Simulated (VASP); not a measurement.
SiC (Moissanite 3C):

```
Si C
1.0
     0.00000    2.17900    2.17900
     2.17900    0.00000    2.17900
     2.17900    2.17900    0.00000
Si C
1 1
Direct
  0.00000 0.00000 0.00000
  0.25000 0.25000 0.25000
```

```yaml
Program: VASP 6.6.1
Task: relaxation of cell and atoms
Functional: LDA
Potentials_or_basis: VASP PAW LDA potentials, release 64 (Si, C)
Cutoff: 600 eV
k_mesh: 10 × 10 × 10
Occupations: gaussian, width 0.03 eV
Spin: no spin polarisation
```

At the start: pressure -4.2 GPa; volume 10.35 Å³/atom.

Question: How do energy, volume and symmetry change on relaxing?

Answer: Over 3 steps the energy falls by 2.6 meV/atom and the volume is 10.15 Å³/atom (-1.9 %); space group F-43m (No. 216, to 0.05 Å).

The path:
```csv
step,energy change (eV),largest force (eV/Å),pressure (GPa),volume (Å³)
1,0.0000,0.0000,-4.18,20.69
2,0.0009,0.0000,4.83,19.89
3,-0.0052,0.0000,-0.02,20.30
```

Final structure:
```
Si C
1.0
     0.00000    2.16528    2.16528
     2.16528    0.00000    2.16528
     2.16528    2.16528    0.00000
Si C
1 1
Direct
  0.00000 0.00000 0.00000
  0.25000 0.25000 0.25000
```
